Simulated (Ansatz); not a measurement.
Input and command of a calculation in Ansatz (plane waves; scalar-relativistic PAW potentials unless the input names others):

```yaml
crystal:
  lattice:
    - [2.6697866755, -3.8262267227, 0.0]
    - [2.6697866755, 3.8262267227, 0.0]
    - [0.0, 0.0, 5.8781768394]
  atoms:
    - { symbol: Hg, position: [0.3319444959, 0.6680555041, 0.75] }
    - { symbol: Hg, position: [0.6680555041, 0.3319444959, 0.25] }
    - { symbol: Te, position: [0.7707545029, 0.2292454971, 0.75] }
    - { symbol: Te, position: [0.2292454971, 0.7707545029, 0.25] }
basis:
  ecutwfc: 420
kpoints:
  mp_grid: { grid: [10, 10, 8] }
hamiltonian:
  xc: pbe
scf:
  Occupations: { method: gaussian, width: 0.15 }
  max_iter: 100
output:
  forces: true
  eigenvalues: true
  stress: true
```

```bash
ansatz run input.yaml --threads 1 --pin off --max-ram 2560MiB --backend cpu --events-out ev --progress --plain --runs-dir out
```

Problem. Will this input run?

Solution. The program refuses it, because of a misspelt key (the key scf.occupations typed as Occupations). With the key spelt rightly it is accepted.

Abridged log:
```
Error: YAML parse error: error: line 18 column 3: unknown field `Occupations`, expected one of max_iter, algorithm, n_extra_bands, self_checks, convergence, lower_state_search, omitted_lower_state_checks, lower_solution_reach, mixing, occupations, eigensolver, initial_density, exx
  --> <input>:18:3
   |
16 |   xc: pbe
17 | scf:
18 |   Occupations: { method: gaussian, width: 0.15 }
   |   ^ unknown field `Occupations`, expected one of max_iter, algorithm, n_extra_bands, self_checks, convergence, lower_state_search, omitted_lower_state_checks, lower_solution_reach, mixing, occupations, eigensolver, initial_density, exx
19 |   max_iter: 100
20 | output:
   |
```